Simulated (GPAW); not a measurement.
# Collinear magnetic orders of Fe5 on Ru4 0001 with GPAW, part 2 of 2

A self-consistent run ends on one state, which hangs on the start. Several orders of Fe5 on Ru4 0001 are started in GPAW and their energies compared.

GPAW 26.7.0; PBE; plane waves with GPAW's PAW setups, scalar-relativistic.

So far. Step 2 (Start 1: ferro +++++): After 85 cycles the largest moment stands at 2.75 μB.

### 3. Order 2, typed as ferri ++++-

Reversing part of the moments tests the sign of the couplings between them.

order2.py reads:

```python
import json
import numpy as np
from ase import Atoms
from ase.parallel import paropen, parprint
from gpaw import GPAW

atoms = Atoms(['Ru', 'Ru', 'Ru', 'Ru', 'Fe', 'Fe', 'Fe', 'Fe', 'Fe'],
    cell=[[2.706, 0.0, 0.0],
         [-1.353, 2.343465, 0.0],
         [0.0, 0.0, 27.879735]],
    scaled_positions=[[0.0, 0.0, 0.21521],
         [0.333333, 0.666667, 0.292134],
         [0.0, 0.0, 0.369059],
         [0.333333, 0.666667, 0.445983],
         [0.0, 0.0, 0.517817],
         [0.333333, 0.666667, 0.58456],
         [0.0, 0.0, 0.651303],
         [0.333333, 0.666667, 0.718047],
         [0.0, 0.0, 0.78479]],
    pbc=True,
    magmoms=[0.0, 0.0, 0.0, 0.0, 2.6, 2.6, 2.6, 2.6, -2.6])
atoms.calc = GPAW(mode={'name': 'pw', 'ecut': 450},
    xc='PBE',
    kpts={'size': (18, 18, 1), 'gamma': True},
    occupations={'name': 'fermi-dirac', 'width': 0.05},
    convergence={'density': 1e-05, 'energy': 1e-05},
    maxiter=200,
    mixer={'name': 'pulay', 'beta': 0.03, 'nmaxold': 8, 'weight': 100},
    symmetry={'tolerance': 1e-4},
    txt='order2.txt')
e = atoms.get_potential_energy(force_consistent=True)
res = {'free_energy': e, 'energy_sigma0': atoms.get_potential_energy(), 'fermi_energy': atoms.calc.get_fermi_level()}
res['moments'] = atoms.get_magnetic_moments().tolist()
res['total'] = atoms.get_magnetic_moment()
parprint('site moments (muB):', np.round(res['moments'], 3))
parprint(f"total moment: {res['total']:.3f} muB")
parprint(f'free energy: {e:.6f} eV')
atoms.calc.write('order2.gpw')
with paropen('results.json', 'w') as f:
    json.dump(res, f)
```

Command:

```console
OMP_NUM_THREADS=1 mpirun -n 4 gpaw python order2.py > order2.log
```

Numbers of over 12 decimals in the logs are rounded to 6 here.

Output:

```text
site moments (muB): [-0.003  0.039 -0.053 -0.141  2.049  2.287  2.297  0.726 -2.575]
total moment: 4.639 muB
free energy: -79.207492 eV

--- order2.txt ---
Input parameters:
  mode=PW(ecut=450),
  convergence={'density': 1e-05, 'energy': 1e-05},
  kpts=MonkhorstPack(size=(18, 18, 1), gamma=True),
  maxiter=200,
  mixer=Pulay(name='pulay', nmaxold=8, beta=0.03, weight=100, sigma=0.015, g_ss=None),
  occupations=Occupations(name='fermi-dirac', width=0.05),
  symmetry=Symmetry(tolerance=0.0001),
  xc=XC(name='PBE')

Diagonalizing LCAO Hamiltonian
Converting LCAO to pw mode

       Fe

        Fe

       Fe
        Fe

       Fe

        Ru

       Ru

        Ru

       Ru

Atoms  # Å, Bohr magnetons
|   | symbol |         x |        y |         z |    initial magnetic moments |
|---|--------|-----------|----------|-----------|-----------------------------|
| 0 |     Ru |  0.000000 | 0.000000 |  5.999998 | ( 0.0000,  0.0000,  0.0000) |
| 1 |     Ru | -0.000001 | 1.562311 |  8.144619 | ( 0.0000,  0.0000,  0.0000) |
| 2 |     Ru |  0.000000 | 0.000000 | 10.289267 | ( 0.0000,  0.0000,  0.0000) |
| 3 |     Ru | -0.000001 | 1.562311 | 12.433888 | ( 0.0000,  0.0000,  0.0000) |
| 4 |     Fe |  0.000000 | 0.000000 | 14.436601 | ( 0.0000,  0.0000,  2.6000) |
| 5 |     Fe | -0.000001 | 1.562311 | 16.297378 | ( 0.0000,  0.0000,  2.6000) |
| 6 |     Fe |  0.000000 | 0.000000 | 18.158155 | ( 0.0000,  0.0000,  2.6000) |
| 7 |     Fe | -0.000001 | 1.562311 | 20.018960 | ( 0.0000,  0.0000,  2.6000) |
| 8 |     Fe |  0.000000 | 0.000000 | 21.879737 | ( 0.0000,  0.0000, -2.6000) |

Unit cell  # Å
| periodic |         x |        y |         z |   lengths |     angles |
|----------|-----------|----------|-----------|-----------|------------|
|      yes |  2.706000 | 0.000000 |  0.000000 |  2.706000 |  90.000000 |
|      yes | -1.353000 | 2.343465 |  0.000000 |  2.706000 |  90.000000 |
|      yes |  0.000000 | 0.000000 | 27.879735 | 27.879735 | 119.999997 |

Number of symmetries: 6

BZ-sampling:
  Number of BZ points: 324
  Number of IBZ points: 37

  Monkhorst-Pack size: [18, 18, 1]
  Monkhorst-Pack shift: [0.027778, 0.027778, 0.0]

Plane wave coefficients: 3877
Cutoff: 450.000000 eV

Spin-components: 2 (collinear spins)
Bands:           72
Projectors:      54
Spin-degeneracy: 1
Datatype:        complex128

Parallelization:
  kpt:    4
  domain: 1
  band:   1

Density:
  Valence electrons: 104.0
  Components: 2
  Grid points: [ 14  14 140]
  Charge: 0.0  # |e|

Potential:
  Grid points: [ 14  14 140]

[... setups left out ...]
Reference energy: -666077.772931  # eV

eigensolver:
  PPCG
  Converge bands: occupied
  niter=2

density mixing:
  Pulay-Mixer
  Linear mixing parameters: 0.03
  Old densities: 8
  Fourier metric: weight=100, sigma=0.015

occupation numbers:
  Fermi-Dirac:
    width: 0.0500  # eV

poisson solver:
  ecut: 3600.000000  # eV

xc functional:
  name: PBE with 2 nearest neighbor stencil

convergence criteria:
- Maximum integral of absolute [dens]ity change: 1e-05 electrons / valence electron
- Maximum [total energy] change in last 3 cyles: 1e-05 eV / valence electron
- Maximum integral of absolute [eigenst]ate change: 4e-08 eV^2 / valence electron
maximum number of iterations: 200

SCF iterations
|iter     |      energy | eigst |  dens |  magmom |
|---------|-------------|-------|-------|---------|
|iter:   1|       0s | -106.184583 | +0.30 |       |  +7.8123|
|iter:   2|      10s | -745.626137 | +1.69 | -0.49 |  +7.6626|
|iter:   3|      21s | -144.053422 | +0.87 | -0.15 |  +7.5986|
|iter:   4|      31s |  -87.644817 | +0.56 | -0.51 |  +7.6106|
|iter:   5|      41s |  -88.911678 | -0.16 | -0.77 |  +7.6082|
|iter:   6|      52s |  -89.893601 | -1.33 | -0.82 |  +7.6018|
|iter:   7|      62s |  -85.201754 | -2.21 | -0.80 |  +7.5774|
|iter:   8|      72s |  -85.387983 | -2.63 | -0.93 |  +7.5448|
|iter:   9|      83s |  -82.408583 | -2.14 | -0.91 |  +7.4654|
|iter:  10|      93s |  -82.306289 | -2.18 | -1.02 |  +7.3813|
[... 116 iterations left out ...]
|iter: 127|    1208s |  -79.155791c| -8.16c| -4.79 |  +4.6420|
|iter: 128|    1213s |  -79.155788c| -8.02c| -4.80 |  +4.6413|
|iter: 129|    1218s |  -79.155787c| -8.26c| -4.80 |  +4.6414|
|iter: 130|    1222s |  -79.155784c| -7.62c| -4.85 |  +4.6403|
|iter: 131|    1227s |  -79.155782c| -8.08c| -4.85 |  +4.6397|
|iter: 132|    1232s |  -79.155780c| -8.30c| -4.88 |  +4.6392|
|iter: 133|    1237s |  -79.155779c| -8.40c| -4.93 |  +4.6386|
|iter: 134|    1241s |  -79.155779c| -8.58c| -4.95 |  +4.6386|
|iter: 135|    1246s |  -79.155779c| -9.13c| -4.98 |  +4.6387|
|iter: 136|    1251s |  -79.155778c| -8.22c| -5.01c|  +4.6389|

Converged in 136 steps
Energy contributions relative to reference atoms: (reference = -666077.772931)

Energy contributions:
  Kinetic:          16.033509
  Coulomb:         -26.438704
  Zero:             -0.001841
  External:          0.000000
  Xc:              -68.697029
  Entropy:          -0.103427
  Spinorbit:         0.000000
  ----------------------------
  Free energy:     -79.207492
  Extrapolated:    -79.155778

dipole moment: (-29.913181, -27.482027, 0.061014)  # |e|*Ang

Total magnetic moment: (0.000000, 0.000000, 4.638853)

Local magnetic moments
|        x |        y |         z |
|----------|----------|-----------|
| 0.000000 | 0.000000 | -0.003277 |  # Ru   0
| 0.000000 | 0.000000 |  0.038888 |  # Ru   1
| 0.000000 | 0.000000 | -0.052520 |  # Ru   2
| 0.000000 | 0.000000 | -0.140584 |  # Ru   3
| 0.000000 | 0.000000 |  2.048540 |  # Fe   4
| 0.000000 | 0.000000 |  2.286584 |  # Fe   5
| 0.000000 | 0.000000 |  2.297003 |  # Fe   6
| 0.000000 | 0.000000 |  0.725883 |  # Fe   7
| 0.000000 | 0.000000 | -2.575303 |  # Fe   8

Fermi level: 5.746
Eigenvalues  # (at kpt = [-0.000, -0.000, 0.000])
| band index |      eig [eV] | occ [0-1] |      eig [eV] | occ [0-1] |
|------------|---------------|-----------|---------------|-----------|
|          0 |       -67.445 |     1.000 |       -67.426 |     1.000 |
|        ... |               |           |               |           |
|         49 |         4.613 |     1.000 |         5.360 |     1.000 |
|         50 |         4.828 |     1.000 |         5.583 |     0.963 |
|         51 |         5.003 |     1.000 |         5.624 |     0.920 |
|         52 |         5.003 |     1.000 |         5.624 |     0.919 |
|         53 |         5.284 |     1.000 |         5.699 |     0.718 |
|         54 |         5.284 |     1.000 |         5.699 |     0.718 |
|         55 |         5.491 |     0.994 |         6.084 |     0.001 |
|         56 |         5.491 |     0.994 |         6.173 |     0.000 |
|         57 |         5.736 |     0.547 |         6.174 |     0.000 |
|         58 |         5.862 |     0.089 |         6.406 |     0.000 |
|         59 |         6.001 |     0.006 |         6.522 |     0.000 |
|         60 |         6.001 |     0.006 |         6.522 |     0.000 |
|         61 |         6.391 |     0.000 |         6.670 |     0.000 |
|         62 |         6.391 |     0.000 |         6.819 |     0.000 |
|         63 |         6.584 |     0.000 |         6.819 |     0.000 |
|        ... |               |           |               |           |
|         71 |        10.214 |     0.000 |        10.176 |     0.000 |

No gap
No difference between direct/indirect transitions
```

Wall time 21 min (4 MPI ranks of Arm Neoverse V1, shared host); peak memory 1.3 GiB; 85 min of CPU time.

Spin moment in the augmentation sphere by atom:

```
atom  spin moment in the augmentation sphere (μB)
 Ru1                                         0.00
 Ru2                                         0.04
 Ru3                                        -0.05
 Ru4                                        -0.14
 Fe5                                         2.05
 Fe6                                         2.29
 Fe7                                         2.30
 Fe8                                         0.73
 Fe9                                        -2.58
```

Numbers from this step:

```
magnetization : 4.639 μB
final state   : ferrimagnetic
```

It lies 21.3 meV a seeded atom over the first start, and its largest moment is 2.58 μB against 2.75 μB.

### 4. The states side by side

These are free energies at a smearing of 0.05 eV, so its entropy term is in the differences. They are divided by the number of seeded atoms, so that cells of unlike size compare.

Orders:

```
      start    final state  typed order kept  energy over the lowest (meV a seeded atom)  largest site moment (μB)  net moment (μB a primitive cell)  mesh matched  CPU time (s)
ferro +++++  ferromagnetic               yes                                           0                      2.75                             11.39           yes          3150
ferri ++++-  ferrimagnetic               yes                                       21.27                     2.575                             4.639           yes          5083
```

### 5. Results

| Quantity | Value |
| --- | --- |
| lowest state found | ferromagnetic (typed ferro +++++) |
| largest site moment | 2.75 μB |
| next state | ferrimagnetic, 21.3 meV a seeded atom higher |

What this shows: The lowest state found is ferromagnetic, reached from the start ferro +++++, with moments up to 2.75 μB. The next state costs 21 meV a seeded atom. This is the lowest of 2 finished starts, no proof of the ground state.

[Logs and program files are shortened in this print: banners, set-up blocks, solver, clock and traceback lines can be left out without a mark of their own.]

[Logs are printed without paths, hosts, clocks, repeated set-up lines and the standing remarks that a program may print on its own settings, such as how far it seeks lower states.]

[Hosts, paths, dates, database ids (printed as entryN), source tags and the programs' standing remarks are cut or masked in the printed files.]

[Where a cell is said to come from a database of computed structures, the database is the Materials Project.]
